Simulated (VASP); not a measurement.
# Te2Mo (R-3m) in VASP: single point with r2SCAN

Aim: the single point of Te2Mo with r2SCAN.

All numbers are computed with VASP 6.6.1; they aren't measurements. Logs are shortened: lines on timing, memory, paths and dates and some standing lists are left out, and cuts for length are marked.

**1. Starting point**

Symmetry: R-3m, No. 166, trigonal system. Conventional cell: a = 3.502 Å, b = 3.502 Å, c = 21.206 Å, α = 90.00°, β = 90.00°, γ = 120.00°. Around Mo (site symmetry -3m) lie 6 Te at 2.73 Å. Around Te (site symmetry 3m) lie 3 Mo at 2.73 Å.

The cell was built by a generator and needn't be a form met in nature.

**2. Single point, r2SCAN**

The input, POSCAR:

```
Te2Mo
1.0
    1.7509539882      1.0109137564      7.0687660217
   -1.7509539882      1.0109137564      7.0687660217
    0.0000000000     -2.0218275128      7.0687660218
Mo Te
1 2
Direct
    0.0000000000      0.0000000000      0.0000000000
    0.2465646677      0.2465646677      0.2465646677
    0.7534353323      0.7534353323      0.7534353323
```

The input, INCAR.step1:

```
  PREC = Accurate
  ENCUT = 520
  ISMEAR = -1
  SIGMA = 0.02
  LREAL = F
  LASPH = T
  NELM = 100
  NBANDS = 20
  GGA = PE
  ALGO = Normal
  EDIFF = 1E-4
  LWAVE = T
  LCHARG = F
```

The input, INCAR.step2:

```
  PREC = Accurate
  ENCUT = 520
  EDIFF = 1E-6
  ISMEAR = -1
  SIGMA = 0.02
  LREAL = F
  LASPH = T
  NELM = 100
  ALGO = Normal
  ISIF = 2
  LWAVE = F
  LCHARG = T
  METAGGA = R2SCAN
  LMIXTAU = T
  LELF = T
  LVHAR = T
  NBANDS = 20
  ISTART = 1
```

The input, KPOINTS:

```
Automatic mesh
0
Gamma
  6 6 6
```

Potentials or basis: VASP PAW PBE potentials, release 64 (Mo_sv, Te).

Command:

```
cat potpaw_PBE.64/Mo_sv/POTCAR potpaw_PBE.64/Te/POTCAR > POTCAR
cp INCAR.step1 INCAR
mpirun -np 1 vasp_std > vasp.out
cp INCAR.step2 INCAR
mpirun -np 1 vasp_std > vasp.out
```

OUTCAR:

```text
PREC = Accurate
   ENCUT = 520
   EDIFF = 1E-6
   ISMEAR = -1
   LREAL = F
   LASPH = T
   NELM = 100
   ISIF = 2
   METAGGA = R2SCAN
   ISTART = 1

 ion  position               nearest neighbor table
   1  0.000  0.000  0.000-   3 2.73   3 2.73   2 2.73   2 2.73   3 2.73   2 2.73
   2  0.247  0.247  0.247-   1 2.73   1 2.73   1 2.73
   3  0.753  0.753  0.753-   1 2.73   1 2.73   1 2.73

  LATTYP: Found a trigonal (rhomboedric) cell.
 ALAT       =     7.3522268437
 COS(alpha) =     0.8865664127

  Lattice vectors:

 A1 = (   1.7509539882,   1.0109137564,   7.0687660217)
 A2 = (  -1.7509539882,   1.0109137564,   7.0687660217)
 A3 = (   0.0000000000,  -2.0218275128,   7.0687660218)

Analysis of symmetry for initial positions (statically):
=====================================================================
 Subroutine PRICEL returns:
 Original cell was already a primitive cell.

 Routine SETGRP: Setting up the symmetry group for a
 trigonal (rhombohedral) supercell.

 Subroutine GETGRP returns: Found 12 space group operations
 (whereof 12 operations were pure point group operations)
 out of a pool of 12 trial point group operations.

The static configuration has the point symmetry D_3d.

Analysis of symmetry for dynamics (positions and initial velocities):
=====================================================================
 Subroutine PRICEL returns:
 Original cell was already a primitive cell.

 Routine SETGRP: Setting up the symmetry group for a
 trigonal (rhombohedral) supercell.

 Subroutine GETGRP returns: Found 12 space group operations
 (whereof 12 operations were pure point group operations)
 out of a pool of 12 trial point group operations.

The dynamic configuration has the point symmetry D_3d.

 Subroutine INISYM returns: Found 12 space group operations
 (whereof 12 operations are pure point group operations),
 and found     1 'primitive' translations

----------------------------------------------------------------------------------------

                                     Primitive cell

  volume of cell :      75.0730

  direct lattice vectors                    reciprocal lattice vectors
     1.750953988  1.010913756  7.068766022     0.285558617  0.164867345  0.047155802
    -1.750953988  1.010913756  7.068766022    -0.285558617  0.164867345  0.047155802
     0.000000000 -2.021827513  7.068766022     0.000000000 -0.329734689  0.047155802

  length of vectors
     7.352226844  7.352226844  7.352226844     0.333089530  0.333089530  0.333089530

  position of ions in fractional coordinates (direct lattice)
     0.000000000  0.000000000  0.000000000
     0.246564668  0.246564668  0.246564668
     0.753435332  0.753435332  0.753435332

  ion indices of the primitive-cell ions
   primitive index   ion index
                 1           1
                 2           2
                 3           3

----------------------------------------------------------------------------------------

 KPOINTS: Automatic mesh

Automatic generation of k-mesh.
 Grid dimensions read from file:
 generate k-points for:    6    6    6

 Generating k-lattice:

  Cartesian coordinates                     Fractional coordinates (reciprocal lattice)
     0.047593103  0.027477891  0.007859300     0.166666667 -0.000000000  0.000000000
    -0.047593103  0.027477891  0.007859300    -0.000000000  0.166666667  0.000000000
     0.000000000 -0.054955782  0.007859300    -0.000000000 -0.000000000  0.166666667

  Length of vectors
     0.055514922  0.055514922  0.055514922

  Shift w.r.t. Gamma in fractional coordinates (k-lattice)
     0.000000000  0.000000000  0.000000000

 Subroutine IBZKPT returns following result:
 ===========================================

 Found     32 irreducible k-points:

 Following reciprocal coordinates:
            Coordinates               Weight
  0.000000  0.000000  0.000000      1.000000
  0.166667 -0.000000  0.000000      6.000000
  0.333333 -0.000000  0.000000      6.000000
  0.500000  0.000000  0.000000      3.000000
  0.166667  0.166667  0.000000      6.000000
  0.333333  0.166667  0.000000     12.000000
[... 16 lines left out ...]
  0.500000  0.500000  0.166667      6.000000
 -0.333333  0.500000  0.166667     12.000000
 [... further k-points ...]
   k-points           NKPTS =     32   k-points in BZ     NKDIM =     32   number of bands    NBANDS=     20
   number of dos      NEDOS =    301   number of ions     NIONS =      3
   total plane-waves  NPLWV = 175616
   dimension x,y,z NGX =    56 NGY =   56 NGZ =   56
   dimension x,y,z NGXF=   112 NGYF=  112 NGZF=  112
   ions per type =               1   2
   NGX,Y,Z   is equivalent  to a cutoff of  12.66, 12.66, 12.66 a.u.
   NGXF,Y,Z  is equivalent  to a cutoff of  25.33, 25.33, 25.33 a.u.
 SYSTEM =  unknown system
   PREC   = accura    normal or accurate (medium, high low for compatibility)
   ISTART =      1    job   : 0-new  1-cont  2-samecut
   ICHARG =      0    charge: 1-file 2-atom 10-const
   ISPIN  =      1    spin polarized calculation?
   LNONCOLLINEAR =      F non collinear calculations
   LSORBIT =      F    spin-orbit coupling
   LASPH  =      T    aspherical Exc in radial PAW
   ENCUT  =  520.0 eV  38.22 Ry    6.18 a.u.  13.67 13.67 13.67*2*pi/ulx,y,z
   NELM   =    100;   NELMIN=  2; NELMDL=  0     # of ELM steps
   EDIFF  = 0.1E-05   stopping-criterion for ELM
   LREAL  =      F    real-space projection
   EDIFFG = 0.1E-04   stopping-criterion for IOM
   NSW    =      0    number of steps for IOM
   IBRION =     -1    ionic relax: 0-MD 1-quasi-New 2-CG
   NFREE  =      0    steps in history (QN), initial steepest desc. (CG)
   ISIF   =      2    stress and relaxation
   ISYM   =      2    0-nonsym 1-usesym 2-fastsym
   POTIM  = 0.5000    time-step for ionic-motion
   TEBEG  =    0.0;   TEEND  =   0.0 temperature during run
   PSTRESS=    0.0 pullay stress
   NELECT =      26.0000    total number of electrons
   NUPDOWN=      -1.0000    fix difference up-down
   EMIN   =  10.00;   EMAX   =-10.00  energy-range for DOS
   EFERMI =   0.00;   METHOD = LEGACY
   ISMEAR =    -1;   SIGMA  =   0.02  broadening in eV -4-tet -1-fermi 0-gaus
   EFERMI_NEDOS =   21; number of points for ismear=-14 and -15
   IALGO  =     38    algorithm
   IMIX   =      4    mixing-type and parameters
     AMIX     =   0.40;   BMIX     =  1.00
     AMIX_MAG =   1.60;   BMIX_MAG =  1.00
  volume/ion in A,a.u.               =      25.02       168.87
  Fermi-wavevector in a.u.,A,eV,Ry     =   1.149665  2.172552 17.983229  1.321730
  Thomas-Fermi vector in A             =   2.286334
   LORBIT       =      0    0 simple, 1 ext, 2 COOP (PROOUT), +10 PAW based schemes
   METAGGA = R2SCAN    functional components
   LHFCALC =     F    Hartree Fock is set to
   AEXX    =    0.0000 exact exchange contribution
   IVDW    =     0    specifies the selected vdW correction
   LEPSILON=     F    determine dielectric tensor
   LRPA    =     F    only Hartree local field effects (RPA)
 non-spin polarized calculation
  energy-cutoff  :      520.00
  volume of cell :       75.07
 maximum number of plane-waves:      2054
   NGX = 27   NGY = 27   NGZ = 27

 number of electron      26.0000001 magnetization

 Free energy of the ion-electron system (eV)
  ---------------------------------------------------
  ext. energy  EPLUGINS =         0.00000000
  ---------------------------------------------------
  free energy    TOTEN  =       -77.28933516 eV

  energy without entropy =      -77.28751367  energy(sigma->0) =      -77.28842441

 E-fermi :   8.5456     XC(G=0): -11.0373

 val. band max:        8.5227587052   @ k =  -0.1667   0.5000   0.1667
 cond. band min:       8.5550418437   @ k =  -0.3333   0.5000   0.3333
 fundamental gap:      0.0322831386
 Fermi energy:         8.5455951978

 k-point     1 :       0.0000    0.0000    0.0000
  band No.  band energies     occupation
      1     -54.7549      2.00000
      2     -28.1534      2.00000
      3     -28.0902      2.00000
      4     -28.0902      2.00000
      5      -5.5327      2.00000
      6      -4.2359      2.00000
[... 12 lines left out ...]
     19      15.0317      0.00000
     20      17.1225      0.00000

 k-point     2 :       0.1667   -0.0000    0.0000
  band No.  band energies     occupation
      1     -54.7520      2.00000
      2     -28.1452      2.00000
      3     -28.1269      2.00000
      4     -28.0988      2.00000
      5      -5.1005      2.00000
      6      -3.9894      2.00000
[... 12 lines left out ...]
     19      15.7634      0.00000
     20      16.8034      0.00000

 k-point     3 :       0.3333   -0.0000    0.0000
  band No.  band energies     occupation
      1     -54.7462      2.00000
      2     -28.1998      2.00000
      3     -28.1285      2.00000
      4     -28.1160      2.00000
      5      -4.0051      2.00000
      6      -3.3383      2.00000
[... 12 lines left out ...]
     19      14.8135      0.00000
     20      15.0686      0.00000

 k-point     4 :       0.5000    0.0000    0.0000
  band No.  band energies     occupation
      1     -54.7433      2.00000
      2     -28.2358      2.00000
      3     -28.1246      2.00000
      4     -28.1203      2.00000
      5      -3.3191      2.00000
      6      -2.7404      2.00000
[... 12 lines left out ...]
     19      13.9025      0.00000
     20      14.5199      0.00000

 k-point     5 :       0.1667    0.1667    0.0000
  band No.  band energies     occupation
      1     -54.7520      2.00000
      2     -28.1452      2.00000
      3     -28.1269      2.00000
      4     -28.0988      2.00000
      5      -5.0790      2.00000
      6      -4.0247      2.00000
[... 12 lines left out ...]
     19      15.7654      0.00000
     20      16.9345      0.00000
[... 353 lines left out ...]
      6      -2.9016      2.00000
[... 12 lines left out ...]
     19      14.6526      0.00000
     20      16.1701      0.00000

 k-point    22 :      -0.1667    0.3333    0.1667
  band No.  band energies     occupation
      1     -54.7433      2.00000
      2     -28.2170      2.00000
      3     -28.1436      2.00000
      4     -28.1203      2.00000
      5      -3.1878      2.00000
      6      -2.9834      2.00000
[... 12 lines left out ...]
     19      14.2890      0.00000
     20      16.0936      0.00000

 k-point    23 :       0.5000    0.5000    0.1667
  band No.  band energies     occupation
      1     -54.7462      2.00000
      2     -28.1998      2.00000
      3     -28.1285      2.00000
      4     -28.1160      2.00000
      5      -3.7302      2.00000
      6      -3.6545      2.00000
[... 12 lines left out ...]
     19      14.4777      0.00000
     20      15.7391      0.00000

 k-point    24 :      -0.3333    0.5000    0.1667
  band No.  band energies     occupation
      1     -54.7433      2.00000
      2     -28.2170      2.00000
      3     -28.1436      2.00000
      4     -28.1203      2.00000
      5      -3.1781      2.00000
      6      -2.9800      2.00000
[... 12 lines left out ...]
     19      14.2292      0.00000
     20      15.9066      0.00000

 [... further k-points ...]

------------------------ aborting loop because EDIFF is reached ----------------------------------------

  FORCE on cell =-STRESS in cart. coord.  units (eV):
  Direction    XX          YY          ZZ          XY          YZ          ZX
  --------------------------------------------------------------------------------------
  -------------------------------------------------------------------------------------
  Total        0.6020382      0.6020382      0.6583280     -0.0000000     -0.0000000      0.0000000
  in kB       12.8484549     12.8484549     14.0497694     -0.0000000     -0.0000000      0.0000000
  external PRESSURE =      13.2488931 kB  Pullay stress =       0.0000000 kB

 VOLUME and BASIS-vectors are now :
 -----------------------------------------------------------------------------
  energy-cutoff  :      520.00
  volume of cell :       75.07
      direct lattice vectors                 reciprocal lattice vectors
     1.750953988  1.010913756  7.068766022     0.285558617  0.164867345  0.047155802
    -1.750953988  1.010913756  7.068766022    -0.285558617  0.164867345  0.047155802
     0.000000000 -2.021827513  7.068766022     0.000000000 -0.329734689  0.047155802

 POSITION                                       TOTAL-FORCE (eV/Angst)
 -----------------------------------------------------------------------------------
      0.00000      0.00000      0.00000        -0.000000      0.000000      0.000000
      0.00000      0.00000      5.22872         0.000000      0.000000     -0.008634
      0.00000      0.00000     15.97757         0.000000     -0.000000      0.008634
 -----------------------------------------------------------------------------------
    total drift:                               -0.000000     -0.000000      0.000000

  FREE ENERGIE OF THE ION-ELECTRON SYSTEM (eV)
  ---------------------------------------------------
  free  energy   TOTEN  =       -77.2893351599 eV

  energy  without entropy=      -77.2875136687  energy(sigma->0) =      -77.28842441
```

Run time: 5.1 min. Hardware: 1 thread of Intel Xeon Platinum 8559C (Emerald Rapids), shared host; peak memory 0.47 GiB.

Results:

* Free energy: -77.2893 eV
* Pressure: 1.3 GPa
* Largest force: 0.009 eV/Å
* Band gap on the k mesh: 0.03 eV, indirect (least direct gap 0.39 eV)

Forces in eV/Å, atoms in the order of the input:
```
Mo   0.000  0.000  0.000
Te   0.000  0.000 -0.009
Te   0.000  0.000  0.009
```

Caveat: the PAW data sets were made with another functional, which shifts forces and pressure a little; spin-orbit coupling is left out, which moves the levels of the heavy elements. r2SCAN opens gaps a little over a GGA but as a rule still falls short of measured ones.
